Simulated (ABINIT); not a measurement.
The system is Se.

```
Se
1.0
     4.36620    0.00000    0.00000
    -2.18310    3.78124    0.00000
     0.00000    0.00000    4.95360
Se
3
Direct
  0.77460 0.77460 0.00000
  0.00000 0.22540 0.66667
  0.22540 0.00000 0.33333
```

Base run:

- Program: ABINIT 10.8.3 (patched build)
- Functional: r2SCAN
- Potentials or basis: JTH PAW PBE v2.0
- Cutoff: 490 eV
- k mesh: 6 × 6 × 5
- Occupations: fermi-dirac, width 0.05 eV
- Spin: no spin polarisation

Its results: band gap on the k mesh 1.56 eV, indirect (least direct gap 1.77 eV); pressure 1.5 GPa; largest force 0.073 eV/Å.

Problem. The run is repeated on the same cell with these changes: k mesh from 6 × 6 × 5 to 3 × 3 × 2. What comes out?

Solution. Band gap on the k mesh 1.50 eV, direct; pressure 1.8 GPa; largest force 0.247 eV/Å.

Caveats: some runs use coarse meshes; the PAW data sets were made with another functional, which shifts forces and pressure a little; an odd mesh through Γ misses points on the zone boundary, where band edges often lie.
